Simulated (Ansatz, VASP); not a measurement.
# One calculation of Zr3H, two programs

```
CELL_PARAMETERS angstrom
-2.69452 2.69452 2.69452
2.69452 -2.69452 2.69452
2.69452 2.69452 -2.69452
ATOMIC_POSITIONS crystal
Zr 0.00000 0.50000 0.50000
Zr 0.50000 0.00000 0.50000
Zr 0.50000 0.50000 0.00000
H 0.00000 0.00000 0.00000
```

Alike in both runs: functional PBE; k mesh 6 × 6 × 6; occupations gaussian, width 0.1 eV; no spin polarisation.

Ansatz relaxed the structure, and its values are those at the end. VASP's run is a single point on that final structure, the one shown.

```csv
,VASP,Ansatz
version,VASP 6.6.1,Ansatz 0.2.0
potentials or method,"VASP PAW PBE potentials, release 64 (Zr_sv, H)","scalar-relativistic, plane waves, PAW"
plane-wave cutoff (eV),520,420
valence electrons in the cell,37,37
```

|  | VASP | Ansatz | Ansatz less VASP |
| --- | --- | --- | --- |
| gap on the k mesh at the Fermi level (eV) | none | none | - |
| pressure (GPa) | 0.3 | 0.2 | -0.09 |

A gap of «none» marks a metal or a gap that the smearing closes. The functional is the same, so the differences come from potentials, cutoffs and numerics.
